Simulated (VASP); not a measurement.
# Ti (I4/mmm) in VASP: a series of runs

The runs below take Ti through single point, with LDA.

Program: VASP 6.6.1. These are calculated values, not measurements. Logs are shortened: lines on timing, memory, paths and dates and some standing lists are left out, and cuts for length are marked.

## (1) The cell of the first run

It takes space group I4/mmm (No. 139, tetragonal). Conventional cell: a = 2.871 Å, b = 2.871 Å, c = 4.263 Å, α = 90.00°, β = 90.00°, γ = 90.00°. Ti (site symmetry 4/mmm) has 12 Ti at 2.87 to 2.94 Å as nearest neighbours.

This isn't the form of Ti at room conditions, which is hcp.

## (2) Single point, LDA (strain +0.000 along x and y, +0.050 along z, atoms carried along)

INCAR reads:

```
PREC = Accurate
ENCUT = 520
EDIFF = 1E-6
ISMEAR = 0
SIGMA = 0.15
LREAL = F
LASPH = T
NELM = 100
ALGO = Fast
ISIF = 2
LWAVE = F
LCHARG = T
GGA = CA
LELF = T
LVHAR = T
NBANDS = 12
```

KPOINTS reads:

```
Automatic mesh
0
Gamma
  20 20 20
```

POSCAR reads:

```
Ti
1.0
    0.0000000000      2.0300000000      2.1315000000
    2.0300000000      0.0000000000      2.1315000000
    2.0300000000      2.0300000000      0.0000000000
Ti
1
Direct
    0.0000000000      0.0000000000      0.0000000000
```

Potentials or basis: VASP PAW LDA potentials, release 64 (Ti_sv).

On the command line:

```sh
$ cat potpaw_LDA.64/Ti_sv/POTCAR > POTCAR
$ mpirun -np 1 vasp_std > vasp.out
```

OUTCAR:

```text
PREC = Accurate
   ENCUT = 520
   EDIFF = 1E-6
   ISMEAR = 0
   LREAL = F
   LASPH = T
   NELM = 100
   ISIF = 2
   GGA = CA

 ion  position               nearest neighbor table
   1  0.000  0.000  0.000-

  LATTYP: Found a body centered tetragonal cell.
 ALAT       =     2.8708535316
 C/A-ratio  =     1.4849242405

  Lattice vectors:

 A1 = (  -2.0300000000,   0.0000000000,   2.1315000000)
 A2 = (   2.0300000000,   0.0000000000,   2.1315000000)
 A3 = (   0.0000000000,   2.0300000000,  -2.1315000000)

Analysis of symmetry for initial positions (statically):
=====================================================================
 Subroutine PRICEL returns:
 Original cell was already a primitive cell.

 Routine SETGRP: Setting up the symmetry group for a
 body centered tetragonal supercell.

 Subroutine GETGRP returns: Found 16 space group operations
 (whereof 16 operations were pure point group operations)
 out of a pool of 16 trial point group operations.

The static configuration has the point symmetry D_4h.

Analysis of symmetry for dynamics (positions and initial velocities):
=====================================================================
 Subroutine PRICEL returns:
 Original cell was already a primitive cell.

 Routine SETGRP: Setting up the symmetry group for a
 body centered tetragonal supercell.

 Subroutine GETGRP returns: Found 16 space group operations
 (whereof 16 operations were pure point group operations)
 out of a pool of 16 trial point group operations.

The dynamic configuration has the point symmetry D_4h.

 Subroutine INISYM returns: Found 16 space group operations
 (whereof 16 operations are pure point group operations),
 and found     1 'primitive' translations

----------------------------------------------------------------------------------------

                                     Primitive cell

  volume of cell :      17.5674

  direct lattice vectors                    reciprocal lattice vectors
     0.000000000  2.030000000  2.131500000    -0.246305419  0.246305419  0.234576589
     2.030000000  0.000000000  2.131500000     0.246305419 -0.246305419  0.234576589
     2.030000000  2.030000000  0.000000000     0.246305419  0.246305419 -0.234576589

  length of vectors
     2.943500000  2.943500000  2.870853532     0.419951062  0.419951062  0.419951062

  position of ions in fractional coordinates (direct lattice)
     0.000000000  0.000000000  0.000000000

  ion indices of the primitive-cell ions
   primitive index   ion index
                 1           1

[... 83 lines left out ...]
   NUPDOWN=      -1.0000    fix difference up-down
   EMIN   =  10.00;   EMAX   =-10.00  energy-range for DOS
   EFERMI =   0.00;   METHOD = LEGACY
   ISMEAR =     0;   SIGMA  =   0.15  broadening in eV -4-tet -1-fermi 0-gaus
   EFERMI_NEDOS =   21; number of points for ismear=-14 and -15
   IALGO  =     68    algorithm
   IMIX   =      4    mixing-type and parameters
     AMIX     =   0.40;   BMIX     =  1.00
     AMIX_MAG =   1.60;   BMIX_MAG =  1.00
  volume/ion in A,a.u.               =      17.57       118.55
  Fermi-wavevector in a.u.,A,eV,Ry     =   1.441781  2.724572 28.282891  2.078734
  Thomas-Fermi vector in A             =   2.560375
   LORBIT       =      0    0 simple, 1 ext, 2 COOP (PROOUT), +10 PAW based schemes
   GGA     = CA    functional components
   LHFCALC =     F    Hartree Fock is set to
   AEXX    =    0.0000 exact exchange contribution
   IVDW    =     0    specifies the selected vdW correction
   LEPSILON=     F    determine dielectric tensor
   LRPA    =     F    only Hartree local field effects (RPA)
 non-spin polarized calculation
 RMM-DIIS sequential band-by-band and
 Gauss-broadening in eV      SIGMA  =   0.15
  energy-cutoff  :      520.00
  volume of cell :       17.57
 maximum number of plane-waves:       493
 NGX is ok and might be reduce to    24
   NGX = 11   NGY = 11   NGZ = 11

 number of electron      11.9999999 magnetization

 Free energy of the ion-electron system (eV)
  ---------------------------------------------------
  ext. energy  EPLUGINS =         0.00000000
  ---------------------------------------------------
  free energy    TOTEN  =        -8.45584784 eV

  energy without entropy =       -8.43473987  energy(sigma->0) =       -8.44529386

 E-fermi :   7.8558     XC(G=0): -11.7300

 val. band max:        7.8539468263   @ k =  -0.3000   0.1000   0.3500
 cond. band min:       7.8573316121   @ k =  -0.3000   0.1000   0.3000
 fundamental gap:      0.0033847859
 Fermi energy:         7.8557580178

 k-point     1 :       0.0000    0.0000    0.0000
  band No.  band energies     occupation
      1     -48.1755      2.00000
      2     -24.4249      2.00000
      3     -24.4137      2.00000
      4     -24.4137      2.00000
      5       1.8725      2.00000
      6       8.4456      0.00000
      7       8.8409      0.00000
      8       8.8409      0.00000
      9      10.0361      0.00000
     10      10.4935      0.00000
     11      23.1867      0.00000
     12      26.7772      0.00000
[... 331 lines left out ...]
 k-point    24 :      -0.3500    0.0500    0.0000
  band No.  band energies     occupation
      1     -48.0700      2.00000
      2     -24.9807      2.00000
      3     -24.5262      2.00000
      4     -24.4628      2.00000
      5       4.9502      2.00000
      6       7.9237      0.52192
      7       8.4900      0.00000
      8       8.9559      0.00000
      9      10.7972      0.00000
     10      11.2373      0.00000
     11      17.6674      0.00000
     12      22.7737      0.00000

 [... further k-points ...]

------------------------ aborting loop because EDIFF is reached ----------------------------------------

  FORCE on cell =-STRESS in cart. coord.  units (eV):
  Direction    XX          YY          ZZ          XY          YZ          ZX
  --------------------------------------------------------------------------------------
  -------------------------------------------------------------------------------------
  Total       -1.0335747     -1.0335747     -1.1972052      0.0000000     -0.0000000      0.0000000
  in kB      -94.2638222    -94.2638222   -109.1872109      0.0000000     -0.0000000      0.0000000
  external PRESSURE =     -99.2382851 kB  Pullay stress =       0.0000000 kB

 VOLUME and BASIS-vectors are now :
 -----------------------------------------------------------------------------
  energy-cutoff  :      520.00
  volume of cell :       17.57
      direct lattice vectors                 reciprocal lattice vectors
     0.000000000  2.030000000  2.131500000    -0.246305419  0.246305419  0.234576589
     2.030000000  0.000000000  2.131500000     0.246305419 -0.246305419  0.234576589
     2.030000000  2.030000000  0.000000000     0.246305419  0.246305419 -0.234576589

 POSITION                                       TOTAL-FORCE (eV/Angst)
 -----------------------------------------------------------------------------------
      0.00000      0.00000      0.00000         0.000000     -0.000000     -0.000000
 -----------------------------------------------------------------------------------
    total drift:                               -0.000000      0.000000      0.000000

  FREE ENERGIE OF THE ION-ELECTRON SYSTEM (eV)
  ---------------------------------------------------
  free  energy   TOTEN  =        -8.4558478434 eV

  energy  without entropy=       -8.4347398700  energy(sigma->0) =       -8.44529386
```

OSZICAR:

```text
N       E                     dE             d eps       ncg     rms          rms(c)
DAV:   1     0.863328366504E+02    0.86333E+02   -0.65452E+03 15440   0.119E+03
DAV:   2    -0.515224339365E+01   -0.91485E+02   -0.89060E+02 15692   0.296E+02
DAV:   3    -0.944570532777E+01   -0.42935E+01   -0.42449E+01 21616   0.648E+01
[... 10 lines left out ...]
RMM:  14    -0.845582801113E+01   -0.28734E-04   -0.34806E-04 23779   0.147E-01    0.242E-02
RMM:  15    -0.845583961350E+01   -0.11602E-04   -0.12430E-04 23182   0.730E-02    0.500E-02
RMM:  16    -0.845584554160E+01   -0.59281E-05   -0.61636E-05 21346   0.468E-02    0.426E-02
RMM:  17    -0.845584754385E+01   -0.20023E-05   -0.26799E-05 19120   0.327E-02    0.382E-02
RMM:  18    -0.845584825924E+01   -0.71538E-06   -0.16590E-05 17927   0.254E-02    0.336E-02
RMM:  19    -0.845584784338E+01    0.41586E-06   -0.92181E-06 16725   0.237E-02
   1 F= -.84558478E+01 E0= -.84452939E+01  d E =-.211080E-01
```

stdout:

```text
POSCAR found type information on POSCAR Ti
 POSCAR found :  1 types and       1 ions
 scaLAPACK will be used
 LDA part: xc-table for (Slater(with rela. corr.)+CA(PZ))
 , standard interpolation
 POSCAR, INCAR and KPOINTS ok, starting setup
 FFT: planning ... GRIDC
 FFT: planning ... GRID_SOFT
 FFT: planning ... GRID
 WAVECAR not read
 entering main loop
WARNING in EDDRMM: call to ZHEGV failed, returncode =   6  3      5
WARNING in EDDRMM: call to ZHEGV failed, returncode =   8  4      9
WARNING in EDDRMM: call to ZHEGV failed, returncode =   6  3      6
WARNING in EDDRMM: call to ZHEGV failed, returncode =   6  3     10
WARNING in EDDRMM: call to ZHEGV failed, returncode =   6  3      8
WARNING in EDDRMM: call to ZHEGV failed, returncode =   8  4      5
WARNING in EDDRMM: call to ZHEGV failed, returncode =   8  4      5
WARNING in EDDRMM: call to ZHEGV failed, returncode =   6  3     10
```

It took 2.5 min on 1 thread of AMD EPYC 9R14 (Zen 4), shared host; peak memory 0.21 GiB.

Results:

```
Free energy            : -8.4558 eV
Pressure               : -9.9 GPa
Band gap on the k mesh : none (metal or under the smearing width)
```

Stress tensor (GPa, compression positive):
```
 -9.43   0.00   0.00
  0.00  -9.43   0.00
  0.00   0.00 -10.92
```

Levels at points of the mesh, in eV from the Fermi level:
```
           k point  band 3  band 4  band 5  band 6  band 7  band 8  band 9  band 10
(0.00, 0.00, 0.00)  -32.27  -32.27   -5.98    0.59    0.99    0.99    2.18     2.64
(0.50, 0.00, 0.00)  -32.38  -32.33   -2.55    0.52    0.72    0.93    3.42     3.58
(0.50, 0.50, 0.00)  -32.47  -32.47   -2.56   -1.63    2.31    3.50    3.78     3.78
(0.50, 0.00, 0.50)  -32.56  -32.49   -2.52   -1.70    3.17    3.45    3.64     3.95
```

## (3) Single point, LDA (strain +0.000 along x and y, -0.050 along z, atoms carried along)

INCAR reads:

```
SYSTEM = Ti
ALGO = Fast ; EDIFF = 1E-7
ENCUT = 520 ; GGA = CA
ISIF = 2 ; ISMEAR = 0
LASPH = .TRUE. ; LCHARG = .FALSE.
LREAL = .FALSE. ; LWAVE = .FALSE.
NBANDS = 12 ; NELM = 100
PREC = Accurate ; SIGMA = 0.15
```

KPOINTS reads:

```
k-points
0
G
  20 20 20
  0 0 0
```

POSCAR reads:

```
Ti
1.0
    0.0000000000      2.0300000000      1.9285000000
    2.0300000000      0.0000000000      1.9285000000
    2.0300000000      2.0300000000      0.0000000000
Ti
1
Direct
    0.0000000000      0.0000000000      0.0000000000
```

Potentials or basis: VASP PAW LDA potentials, release 64 (Ti_sv).

On the command line:

```sh
$ cat potpaw_LDA.64/Ti_sv/POTCAR > POTCAR
$ mpirun -np 1 vasp_std > vasp.out
```

Run time: 3.1 min. Hardware: 1 thread of AMD EPYC 9R14 (Zen 4), shared host; peak memory 0.19 GiB.

The run converged. Its results:

| Quantity | Value |
| --- | --- |
| Free energy | -8.5052 eV |
| Pressure | 0.8 GPa |
| Band gap on the k mesh | none (metal or under the smearing width) |

Stress tensor (GPa, compression positive):
```
0.26 0.00 0.00
0.00 0.26 0.00
0.00 0.00 1.88
```

Levels at points of the mesh, in eV from the Fermi level:
| k point | band 4 | band 5 | band 6 | band 7 | band 8 | band 9 |
| --- | --- | --- | --- | --- | --- | --- |
| (0.00, 0.00, 0.00) | -31.98 | -6.20 | 0.77 | 0.77 | 1.20 | 2.45 |
| (0.50, 0.00, 0.00) | -32.06 | -2.79 | 0.50 | 1.00 | 1.01 | 3.84 |
| (0.50, 0.50, 0.00) | -32.35 | -2.89 | -2.07 | 3.92 | 4.05 | 4.30 |
| (0.50, 0.00, 0.50) | -32.24 | -2.91 | -1.92 | 3.03 | 3.91 | 4.11 |

## (4) Single point, LDA (strain -0.050 along x and y, +0.050 along z, atoms carried along)

INCAR reads:

```
ALGO     = Fast           # electronic algorithm
EDIFF    = 1E-6           # SCF threshold, eV
ENCUT    = 520            # plane-wave cutoff, eV
GGA      = CA             # functional
ISIF     = 2              # what is computed and relaxed
ISMEAR   = 0              # smearing method
LASPH    = True           # aspherical terms in the spheres
LCHARG   = False          # write CHGCAR
LREAL    = False          # projectors in reciprocal space
LWAVE    = False          # write WAVECAR
NBANDS   = 12             # bands
NELM     = 100            # most SCF steps
PREC     = Accurate       # precision mode
SIGMA    = 0.15           # smearing width, eV
```

KPOINTS reads:

```
k-points
0
Gamma
  20 20 20
```

POSCAR reads:

```
Ti
1.0
    0.0000000000      1.9285000000      2.1315000000
    1.9285000000      0.0000000000      2.1315000000
    1.9285000000      1.9285000000      0.0000000000
Ti
1
Direct
    0.0000000000      0.0000000000      0.0000000000
```

Potentials or basis: VASP PAW LDA potentials, release 64 (Ti_sv).

On the command line:

```sh
$ cat potpaw_LDA.64/Ti_sv/POTCAR > POTCAR
$ mpirun -np 1 vasp_std > vasp.out
```

OUTCAR:

```text
EDIFF = 1E-6
   ENCUT = 520
   GGA = CA
   ISIF = 2
   ISMEAR = 0
   LASPH = True
   LREAL = False
   NELM = 100
   PREC = Accurate

 ion  position               nearest neighbor table
   1  0.000  0.000  0.000-

  LATTYP: Found a body centered tetragonal cell.
 ALAT       =     2.7273108550
 C/A-ratio  =     1.5630781479

  Lattice vectors:

 A1 = (  -1.9285000000,   0.0000000000,   2.1315000000)
 A2 = (   1.9285000000,   0.0000000000,   2.1315000000)
 A3 = (   0.0000000000,   1.9285000000,  -2.1315000000)

[... 541 lines left out ...]

 [... further k-points ...]

------------------------ aborting loop because EDIFF is reached ----------------------------------------

  FORCE on cell =-STRESS in cart. coord.  units (eV):
  Direction    XX          YY          ZZ          XY          YZ          ZX
  --------------------------------------------------------------------------------------
  -------------------------------------------------------------------------------------
  Total        0.1717387      0.1717387     -0.0634011      0.0000000      0.0000000     -0.0000000
  in kB       17.3549840     17.3549840     -6.4069759      0.0000000      0.0000000     -0.0000000
  external PRESSURE =       9.4343307 kB  Pullay stress =       0.0000000 kB

 VOLUME and BASIS-vectors are now :
 -----------------------------------------------------------------------------
  energy-cutoff  :      520.00
  volume of cell :       15.85
      direct lattice vectors                 reciprocal lattice vectors
     0.000000000  1.928500000  2.131500000    -0.259268862  0.259268862  0.234576589
     1.928500000  0.000000000  2.131500000     0.259268862 -0.259268862  0.234576589
     1.928500000  1.928500000  0.000000000     0.259268862  0.259268862 -0.234576589

 POSITION                                       TOTAL-FORCE (eV/Angst)
 -----------------------------------------------------------------------------------
      0.00000      0.00000      0.00000         0.000000     -0.000000      0.000000
 -----------------------------------------------------------------------------------
    total drift:                               -0.000000     -0.000000     -0.000000

  FREE ENERGIE OF THE ION-ELECTRON SYSTEM (eV)
  ---------------------------------------------------
  free  energy   TOTEN  =        -8.4985276195 eV

  energy  without entropy=       -8.4780823867  energy(sigma->0) =       -8.48830500
```

Run time: 2.2 min. Hardware: 1 thread of AMD EPYC 9R14 (Zen 4), shared host; peak memory 0.19 GiB.

Results:

* Free energy: -8.4985 eV
* Pressure: 0.9 GPa
* Band gap on the k mesh: none (metal or under the smearing width)

Stress tensor (GPa, compression positive):
```
 1.74  0.00  0.00
 0.00  1.74  0.00
 0.00  0.00 -0.64
```

## (5) Single point, LDA (strain -0.050 along x and y, -0.050 along z, atoms carried along)

INCAR reads:

```
SYSTEM = Ti
PREC = Accurate
ENCUT = 520
EDIFF = 1E-6
ISMEAR = 0
SIGMA = 0.15
LREAL = .False.
LASPH = .True.
NELM = 100
ALGO = Fast
ISIF = 2
LWAVE = .False.
LCHARG = .True.
LELF = .True.
LVHAR = .True.
NBANDS = 12
```

KPOINTS reads:

```
regular mesh
0
Gamma
  20 20 20
  0 0 0
```

POSCAR reads:

```
Ti
1.0
    0.0000000000      1.9285000000      1.9285000000
    1.9285000000      0.0000000000      1.9285000000
    1.9285000000      1.9285000000      0.0000000000
Ti
1
Direct
    0.0000000000      0.0000000000      0.0000000000
```

On the command line:

```sh
$ cat potpaw_LDA.64/Ti_sv/POTCAR > POTCAR
$ mpirun -np 1 vasp_std > vasp.out
```

Run time: 46 s. Hardware: 1 thread of AMD EPYC 9R14 (Zen 4), shared host; peak memory 0.12 GiB.

The run converged. Its results:

```
Free energy            : -8.4317 eV
Pressure               : 15.9 GPa
Band gap on the k mesh : none (metal or under the smearing width)
```

Levels at points of the mesh, in eV from the Fermi level:
```csv
k point,band 3,band 4,band 5,band 6,band 7,band 8,band 9,band 10
"(0.00, 0.00, 0.00)",-31.68,-31.68,-6.39,0.93,0.93,0.93,3.02,3.02
"(0.50, 0.00, 0.00)",-31.83,-31.83,-3.06,0.75,0.75,1.37,4.45,4.45
"(0.50, 0.50, 0.00)",-32.11,-32.11,-3.34,-2.34,3.98,4.42,4.83,4.83
```

Caveat: so large a pressure means that the cell lies far from this level's equilibrium, or that cutoff or potentials fall short.

## (6) The runs side by side

```tsv
cell	further INCAR settings	gap on the mesh (eV)	pressure (GPa)
strain +0.000 along x and y, +0.050 along z, atoms carried along	ALGO = Fast; EDIFF = 1e-06; NBANDS = 12	none	-9.9
strain +0.000 along x and y, -0.050 along z, atoms carried along	ALGO = Fast; EDIFF = 1e-07; NBANDS = 12	none	0.8
strain -0.050 along x and y, +0.050 along z, atoms carried along	ALGO = Fast; EDIFF = 1e-06; NBANDS = 12	none	0.9
strain -0.050 along x and y, -0.050 along z, atoms carried along	ALGO = Fast; EDIFF = 1e-06; NBANDS = 12	none	15.9
```

Alike in all rows: task single point; level LDA; potentials or basis VASP PAW LDA potentials, release 64 (Ti_sv); no spin polarisation; k mesh 20 × 20 × 20; cutoff (eV) 520; smearing gaussian 0.15 eV.

Caveats: so large a pressure means that the cell lies far from this level's equilibrium, or that cutoff or potentials fall short (some runs).

Total energies depend on the potentials used, so only differences within one code and one set of settings carry meaning.
